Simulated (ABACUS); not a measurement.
# W (Im-3m) in ABACUS: settings compared, part 2 of 3

ABACUS 3.10.1. The steps go on from the part before.

### Step 3. Relaxation of cell and atoms, HCTH407

run_abacus.py

```python
"""ABACUS run from a structure file: ASE reads it, the script writes STRU, KPT and INPUT."""
import re
import subprocess
from ase.io import read
from ase.units import Bohr

atoms = read("W.cif")
atoms = atoms[(-atoms.numbers).argsort(kind="stable")]  # ABACUS lists atoms element by element
pseudo = {'W': 'W.upf'}
orbital = {}
magmoms = None
kmesh = [10, 10, 10]
params = {
    'suffix': 'W',
    'calculation': 'cell-relax',
    'basis_type': 'pw',
    'pseudo_dir': './',
    'symmetry': 1,
    'dft_functional': 'GGA_XC_HCTH_407',
    'ecutwfc': 74,
    'pseudo_rcut': 10,
    'nspin': 1,
    'nbands': 11,
    'ks_solver': 'dav',
    'smearing_method': 'fd',
    'smearing_sigma': 0.00367493,
    'scf_thr': 1e-08,
    'scf_nmax': 100,
    'mixing_type': 'broyden',
    'mixing_beta': 0.7,
    'cal_force': 1,
    'cal_stress': 1,
    'relax_nmax': 60,
    'force_thr_ev': 0.02,
    'relax_method': 'cg',
    'out_stru': 1,
    'stress_thr': 1,
    'kpar': 4,
}

symbols = atoms.get_chemical_symbols()
elements = list(dict.fromkeys(symbols))
lines = ["ATOMIC_SPECIES"] + [f"{e} {atoms.get_masses()[symbols.index(e)]:.4f} {pseudo[e]}" for e in elements]
if orbital:
    lines += ["", "NUMERICAL_ORBITAL"] + [orbital[e] for e in elements]
lines += ["", "LATTICE_CONSTANT", f"{1 / Bohr:.10f}", "", "LATTICE_VECTORS"]
lines += [" ".join(f"{x:.10f}" for x in v) for v in atoms.cell]
lines += ["", "ATOMIC_POSITIONS", "Direct"]
for e in elements:
    lines += ["", e, "0.0", str(symbols.count(e))]
    for i, p in enumerate(atoms.get_scaled_positions(wrap=False)):
        if symbols[i] == e:
            mag = "" if magmoms is None else " mag " + " ".join(str(x) for x in (magmoms[i] if isinstance(magmoms[i], list) else [magmoms[i]]))
            lines.append(" ".join(f"{x:.10f}" for x in p) + " 1 1 1" + mag)
open("STRU", "w").write("\n".join(lines) + "\n")
open("KPT", "w").write("K_POINTS\n0\nGamma\n%d %d %d 0 0 0\n" % tuple(kmesh))
open("INPUT", "w").write("INPUT_PARAMETERS\n" + "".join(f"{k:<20s}{v}\n" for k, v in params.items()))

done = subprocess.run(['mpirun', '-np', '4', 'abacus'])
if done.returncode:
    raise SystemExit(done.returncode)
log = open("OUT.W/running_cell-relax.log").read()
print("final energy (eV):", re.findall(r"FINAL_ETOT_IS (\S+)", log))
```

W.cif

```cif
data_W
_cell_length_a 2.74070194
_cell_length_b 2.74070194
_cell_length_c 2.74070194
_cell_angle_alpha 109.47122063
_cell_angle_beta 109.47122063
_cell_angle_gamma 109.47122063
_space_group_name_H-M_alt 'P1'
_space_group_name_Hall 'P 1'
_space_group_IT_number 1
loop_
_space_group_symop_operation_xyz
'x,y,z'
loop_
_atom_site_label
_atom_site_type_symbol
_atom_site_symmetry_multiplicity
_atom_site_Wyckoff_symbol
_atom_site_fract_x
_atom_site_fract_y
_atom_site_fract_z
_atom_site_occupancy
W1 W 1 a 0.0000000000 0.0000000000 0.0000000000 1
```

Potentials or basis: PseudoDojo NC SR 0.5 PBE standard, plane waves.

Launch:

```sh
> OMP_NUM_THREADS=1 python run_abacus.py > log
```

running log:

```text
ABACUS v3.10.1

               Atomic-orbital Based Ab-initio Computation at UStc

 ------------------------------------------------------------------------------------

 READING GENERAL INFORMATION
                           global_out_dir = OUT.W/
                           global_in_card = INPUT
                               pseudo_dir = ./
                              orbital_dir =
                                    DSIZE = 4
                                    GSIZE = 1

 READING UNITCELL INFORMATION
                                    ntype = 1
                  lattice constant (Bohr) = 1.88973
              lattice constant (Angstrom) = 1

 READING ATOM TYPE 1
                               atom label = W
                      L=0, number of zeta = 1
                      L=1, number of zeta = 1
                      L=2, number of zeta = 1
             number of atom for this type = 1

                        TOTAL ATOM NUMBER = 1
DIRECT COORDINATES
    atom                   x                   y                   z     mag                  vx                  vy                  vz
taud_W1            0.0000000000        0.0000000000        0.0000000000  0.0000        0.0000000000        0.0000000000        0.0000000000

                          Volume (Bohr^3) = 106.945
                             Volume (A^3) = 15.8476

 Lattice vectors: (Cartesian coordinate: in unit of a_0)
              +2.7407                  +0                  +0
            -0.913567            +2.58396                  +0
            -0.913567            -1.29198            +2.23777
 Reciprocal vectors: (Cartesian coordinate: in unit of 2 pi/a_0)
             +0.36487           +0.129001           +0.223436
                   -0           +0.387003           +0.223436
                   +0                  -0           +0.446873
 The esolver type has been set to : ksdft_pw

                PAO radial cut off (Bohr) = 10

 Read in pseudopotential file is W.upf
                     pseudopotential type = NC
          exchange-correlation functional = PBE
                 nonlocal core correction = 1
                        valence electrons = 14
                                     lmax = 3
                           number of zeta = 4
                     number of projectors = 8
                           L of projector = 0
                           L of projector = 0
                           L of projector = 1
                           L of projector = 1
                           L of projector = 2
                           L of projector = 2
                           L of projector = 3
                           L of projector = 3
 XC functional updated to : GGA_XC_HCTH_407
          exchange-correlation functional = GGA_XC_HCTH_407
     initial pseudo atomic orbital number = 10

 SETUP THE ELECTRONS NUMBER
             electron number of element W = 14
       total electron number of element W = 14
            AUTOSET number of electrons:  = 14
                           occupied bands = 7
                                   NBANDS = 11
                                   NLOCAL = 9

%%%%%%%%%%%%%%%%%%%%%%%%%%%%%%%%%%%%%%%%%%%%%%%%%%%%%%%%%%%%%%%%%%%%%%%%%%%%%%%%%%%%%%%%%%%%%%%%%%%%%%%%%%
 Warning: the number of valence electrons in pseudopotential > 6 for W: [Xe] 4f14 5d4 6s2
 Pseudopotentials with additional electrons can yield (more) accurate outcomes, but may be less efficient.
 If you're confident that your chosen pseudopotential is appropriate, you can safely ignore this warning.
%%%%%%%%%%%%%%%%%%%%%%%%%%%%%%%%%%%%%%%%%%%%%%%%%%%%%%%%%%%%%%%%%%%%%%%%%%%%%%%%%%%%%%%%%%%%%%%%%%%%%%%%%%

 SETUP THE PLANE WAVE BASIS
 energy cutoff for charge/potential (unit:Ry) = 296
            fft grid for charge/potential = [ 30, 30, 30 ]
                        fft grid division = [ 1, 1, 1 ]
        big fft grid for charge/potential = [ 30, 30, 30 ]
                                     nbxx = 27000
                                     nrxx = 27000

 SETUP PLANE WAVES FOR CHARGE/POTENTIAL
                    number of plane waves = 9213
                         number of sticks = 603

 PARALLEL PW FOR CHARGE/POTENTIAL
     PROC   COLUMNS(POT)             PW
        1            603           9213
 --------------- sum -------------------
        1            603           9213
                            number of |g| = 151
                                  max |g| = 26.7592
                                  min |g| = 0

----------- Double Check Mixing Parameters Begin ------------
mixing_type: broyden
mixing_beta: 0.7
mixing_gg0: 1
mixing_gg0_min: 0.1
mixing_ndim: 8
----------- Double Check Mixing Parameters End ------------

 LATTICE VECTORS: (CARTESIAN COORDINATE: IN UNIT OF A0)
              +2.7407                  +0                  +0
            -0.913567            +2.58396                  +0
            -0.913567            -1.29198            +2.23777
                       right hand lattice = 1
                                   NORM_A = 2.7407
                                   NORM_B = 2.7407
                                   NORM_C = 2.7407
                           ALPHA (DEGREE) = 109.471
                           BETA  (DEGREE) = 109.471
                           GAMMA (DEGREE) = 109.471

 The lattice vectors have been changed (STRU_SIMPLE.cif)

(for optimal symmetric configuration:)
                             BRAVAIS TYPE = 2
                     BRAVAIS LATTICE NAME = 02. Cubic I (body-centered)
                                    ibrav = 2
                                    IBRAV = 2
                                  BRAVAIS = BODY CENTERED CUBIC
                       LATTICE CONSTANT A = 3.16469
Original cell was already a primitive cell.
                        ROTATION MATRICES = 48
              PURE POINT GROUP OPERATIONS = 48
                   SPACE GROUP OPERATIONS = 48
                              POINT GROUP = O_h
               POINT GROUP IN SPACE GROUP = O_h

 SETUP K-POINTS
                                    nspin = 1
                   Input type of k points = Monkhorst-Pack(Gamma)
                                   nkstot = 1000
                       right hand lattice = 1
(for reciprocal lattice: )
                             BRAVAIS TYPE = 3
                     BRAVAIS LATTICE NAME = 03. Cubic F (face-centered)
                                    ibrav = 3
                       right hand lattice = 1
(for k-lattice: )
                             BRAVAIS TYPE = 3
                     BRAVAIS LATTICE NAME = 03. Cubic F (face-centered)
                                    ibrav = 3
                       right hand lattice = 1
                        ROTATION MATRICES = 48
                               nkstot_ibz = 47
K-POINTS REDUCTION ACCORDING TO SYMMETRY
     IBZ    DIRECT_X    DIRECT_Y    DIRECT_Z  WEIGHT  ibz2bz
       1  0.00000000  0.00000000  0.00000000  0.0010       0
       2 -0.10000000  0.10000000  0.00000000  0.0120       1
       3 -0.20000000  0.20000000  0.00000000  0.0120       2
       4 -0.30000000  0.30000000  0.00000000  0.0120       3
       5 -0.40000000  0.40000000  0.00000000  0.0120       4
       6  0.50000000  0.50000000  0.00000000  0.0060       5
[... 22 lines left out ...]
      29  0.50000000  0.40000000  0.20000000  0.0480     156
      30  0.50000000  0.30000000  0.30000000  0.0240     157
[... 17 further k points ...]

                               nkstot now = 47
[... K-POINTS DIRECT COORDINATES: 47 rows ...]

           k-point number in this process = 12
       minimum distributed K point number = 11
[... stars of the k points ...]

[... K-POINTS CARTESIAN COORDINATES: 12 rows ...]

[... K-POINTS DIRECT COORDINATES: 12 rows ...]

 SETUP PLANE WAVES FOR WAVE FUNCTIONS
     energy cutoff for wavefunc (unit:Ry) = 74
              fft grid for wave functions = [ 30, 30, 30 ]
                    number of plane waves = 1745
                         number of sticks = 201

 PARALLEL PW FOR WAVE FUNCTIONS
     PROC   COLUMNS(POT)             PW
        1            201           1745
 --------------- sum -------------------
        1            201           1745

 SETUP NONLOCAL PSEUDOPOTENTIALS IN PLANE WAVE BASIS
 W non-local projectors:
 projector 1 L=0
 projector 2 L=0
 projector 3 L=1
 projector 4 L=1
 projector 5 L=2
 projector 6 L=2
 projector 7 L=3
 projector 8 L=3
      TOTAL NUMBER OF NONLOCAL PROJECTORS = 32

 Init Non-Local PseudoPotential table :
 Init Non-Local-Pseudopotential done.

                                     npwx = 1157

 Make real space PAO into reciprocal space.
       max mesh points in Pseudopotential = 1001
     dq(describe PAO in reciprocal space) = 0.01
                                    max q = 1728

 number of pseudo atomic orbitals for W is 4
WARNING: norm of atomic wavefunction # 3 of atomic type W is 0.999981, renormalized
WARNING: norm of atomic wavefunction # 4 of atomic type W is 0.99991, renormalized

 -------------------------------------------
 STEP OF RELAXATION : 1
 -------------------------------------------
                                 init_chg = atomic

 PW ALGORITHM --------------- ION=   1  ELEC=   1--------------------------------
 Notice: Threshold on eigenvalues was too large.
 hsover_error=0.14 > DRHO=0.0247243
 Origin diag ethr = 0.01
 New diag ethr = 0.000176602

 Density error is 0.0265938603384
                          Error Threshold = 0.000176601909825
----------------------------------------------------------
     Energy           Rydberg                 eV
----------------------------------------------------------
 E_KohnSham     -152.9020873530      -2080.3396240944
 E_Harris       -153.7606813263      -2092.0213943998
 E_Fermi        1.6579337254         22.5573455724
----------------------------------------------------------
[... 437 lines left out ...]
 Largest gradient in force is 0.000000 eV/A.
 Threshold is 0.020000 eV/A.

 Largest gradient in stress is 0.057585 kbar.
 Threshold is 1.000000 kbar.

 Relaxation is converged!

 --------------------------------------------
 !FINAL_ETOT_IS -2080.4088784699988537 eV
 --------------------------------------------
```

It took 8.8 s on 4 MPI ranks of Intel Xeon Platinum 8488C (Sapphire Rapids), shared host; peak memory 0.36 GiB.

What came out:

- Free energy: -2080.4089 eV
- Relaxed volume: 15.52 Å³/atom
- Relaxed cell: a = 2.722 Å, b = 2.722 Å, c = 2.722 Å, α = 109.47°, β = 109.47°, γ = 109.47°
- Space group after relaxing (to 0.05 Å): Im-3m (No. 229)
- Energy gained by relaxing: 6.7 meV/atom
- Ionic steps: 4
- Pressure after relaxing: 0.0 GPa
- Band gap on the k mesh: none (metal or under the smearing width)

The path:
```csv
step,energy change (eV),largest force (eV/Å),pressure (GPa),volume (Å³)
1,0.0000,0.0000,-6.51,15.85
2,0.0957,0.0000,30.35,14.36
3,-0.0067,0.0000,-0.25,15.54
4,-0.0067,0.0000,0.01,15.52
```

Final structure:
```yaml
crystal:
  lattice:
    - [2.72196, 0.00000, 0.00000]
    - [-0.90732, 2.56629, 0.00000]
    - [-0.90732, -1.28315, 2.22247]
  atoms:
    - { symbol: W, position: [0.00000, 0.00000, 0.00000] }
```

Levels at points of the mesh, in eV from the Fermi level:
| k point | band 3 | band 4 | band 5 | band 6 | band 7 | band 8 | band 9 |
| --- | --- | --- | --- | --- | --- | --- | --- |
| (0.00, 0.00, 0.00) | -38.35 | -38.35 | -9.98 | -1.30 | -1.30 | -1.30 | 2.05 |
| (0.50, 0.50, 0.00) | -38.77 | -38.36 | -6.57 | -3.72 | 0.23 | 2.09 | 3.08 |
| (0.50, 0.50, 0.50) | -39.26 | -39.26 | -6.28 | -6.28 | 5.06 | 5.06 | 5.06 |

Caveat: the potentials were made for another functional, which shifts forces and pressure. The run has no spin-orbit coupling, so splittings on W are missing.

(Continued in part 3 of 3.)
